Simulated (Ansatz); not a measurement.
Au: do energies and stresses tell the same story?

Method: Ansatz 0.2.0, DFT PBE, scalar-relativistic, plane waves, PAW.

Plane waves to 420 eV, a k mesh through Γ of 18×18×18 on the computed 1-atom cell and Gaussian smearing (0.10 eV); no spin polarisation.

Relaxed cell: Fm-3m, a = 4.158 Å, b = 4.158 Å, c = 4.158 Å, α = 90.00°, β = 90.00°, γ = 90.00°, 1 atom in the primitive cell.

Energies at zero smearing and pressures from the stress tensor, at volumes with shape and atoms relaxed:
```tsv
V (Å³/atom)	E − E(first) (meV/atom)	P (GPa)
15.817	0.00	26.10
16.356	-72.87	17.49
16.895	-119.51	10.45
17.434	-144.71	4.69
17.973	-152.32	-0.02
18.513	-145.61	-3.85
19.052	-127.24	-6.93
19.771	-88.64	-10.06
```

Q: Check P = −dE/dV between neighbouring volumes, and get the bulk modulus from the pressures alone.

A: With 1 eV/Å³ = 160.2 GPa:
```csv
middle V (Å³/atom),−ΔE/ΔV (GPa),mean P (GPa)
16.086,21.651,21.794
16.625,13.861,13.970
17.165,7.486,7.571
17.704,2.262,2.335
18.243,-1.994,-1.933
18.782,-5.457,-5.390
19.411,-8.604,-8.495
```

The two differ by 0.14 GPa at most. The mean of two end pressures misses the average over a step by about ΔV² P″/12, up to 0.14 GPa here; with that taken off 0.02 GPa remains. Around V = 17.973 Å³/atom, the two neighbours give B = −V ΔP/ΔV = 17.973 × 8.54 / 1.078 = 142.3 GPa, against B0 = 141.0 GPa from the Birch–Murnaghan fit of the energies.

Spin–orbit coupling is left out, which can shift energies with elements as heavy as these.